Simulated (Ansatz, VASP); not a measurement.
C in VASP and in Ansatz

```
C
1.0
     1.22905    0.70959    3.28297
    -1.22905    0.70959    3.28297
     0.00000   -1.41918    3.28297
C
2
Cartesian
  0.0000 0.0000 1.6407
  0.0000 0.0000 8.2082
```

Alike in both runs: functional PBEsol; dispersion D3(BJ); k mesh 15 × 15 × 15; occupations gaussian, width 0.02 eV; no spin polarisation.

Ansatz relaxed the structure, and its values are those at the end. VASP's run is a single point on that final structure, the one shown.

|  | VASP | Ansatz |
| --- | --- | --- |
| version | VASP 6.6.1 | Ansatz 0.2.0 |
| potentials or method | VASP PAW PBE potentials, release 64 (C) | scalar-relativistic, plane waves, PAW |
| plane-wave cutoff (eV) | 520 | 520 |
| valence electrons in the cell | 8 | 8 |

Ansatz gave:

```
gap on the k mesh at the Fermi level (eV) : 0.75
least direct gap on the mesh (eV)         : 0.75
pressure (GPa)                            : 0.0
```

Q: Which values does VASP return?

A: gap on the k mesh at the Fermi level (eV): 0.75; least direct gap on the mesh (eV): 0.75; pressure (GPa): 0.8.

Ansatz warned: «pseudo_functional_mismatch».

Caveats: the PAW data sets were made with another functional, which shifts forces and pressure a little (VASP); an odd mesh through Γ misses points on the zone boundary, where band edges often lie.
